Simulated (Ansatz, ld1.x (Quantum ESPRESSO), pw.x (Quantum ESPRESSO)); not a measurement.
mercury (fcc): variants of one TM potential in the solid

ld1.x (Quantum ESPRESSO) 7.5 input, shortened:

```
&input
   title='Hg', zed=80., rel=1, dft='PBE', iswitch=3,
   config='[Xe] 4f14 5d10 6s2 6p0'
 /
 &inputp
   pseudotype=2, tm=.true., lloc=0,
   nlcc=.false.
 /
3
6P  2  1   0.00   0.00  3.05  3.05  0.0
5D  3  2  10.00   0.00  1.55  1.55  0.0
6S  1  0   2.00   0.00  2.30  2.30  0.0
 &test
   configts(1)='5d10 6s2 6p0'
 /
```

Crystal test: fcc Hg in pw.x 7.5, no spin, 11³ k-points, Fermi–Dirac smearing 0.01 Ry, cutoffs set for each file from its atomic test. The reference is all-electron LAPW (Ansatz 0.2.0) with the same functional, mesh and smearing; V0 and B0 come from Birch–Murnaghan fits to the pressures at five volumes. Errors are pseudo minus all-electron; Δ is the rms difference of the E(V) curves that follow from these fits, minima aligned, over ±6 % about the mean V0. Mesh and smearing are coarse, so the numbers serve the comparison and aren't converged zero-temperature values; the lattice is a test structure that the element need not adopt.

All-electron: a0 = 4.988 Å (V0 = 31.03 Å³/atom), B0 = 3.7 GPa.

Base: This is a poor potential for the solid.

1 further variants are left out: they gave no file fit for a test, a broken result, the same result as the base, or pressures whose basis-set error rivals the error shown.

A dash in a converged row means that the minimum lies outside the volumes sampled.

| change | cutoffs (Ry) | pw.x | a0 (Å) | a0 error (%) | B0 error (%) | Δ (meV/atom) | mean pressure error (GPa) |
| --- | --- | --- | --- | --- | --- | --- | --- |
| base | 100/400 | converged | 5.040 | +1.04 | +15.3 | 0.9 | +0.14 |
| local potential the p channel | 100/400 | converged | – | – | – | – | +0.69 |
| all radii scaled by about 1.20 (s 2.76, p 3.66, d 1.86 bohr) | 85/340 | converged | – | – | – | – | -0.37 |
| type ultrasoft; waves now 6s (bound): rcut 2.00, rcutus 2.30 bohr; 6s channel at 2.3 Ry: rcut 2.00, rcutus 2.30 bohr; 6p (bound): rcut 2.65, rcutus 3.05 bohr; 6p channel at 0.5 Ry: rcut 2.65, rcutus 3.05 bohr; 5d (bound): rcut 1.35, rcutus 1.55 bohr; 5d channel at 0.1 Ry: rcut 1.35, rcutus 1.55 bohr; local potential all-electron potential smoothed inside 1.50 bohr (lloc = -1); augmentation PSQ, inside the norm-conserving radii | 100/800 | converged; bound ghost | – | – | – | – | -57.99 |
| wave 6p (bound): rc 3.05 bohr becomes 6p (bound): rc 2.40 bohr | 100/400 | converged | 5.041 | +1.06 | +15.1 | 0.9 | +0.15 |
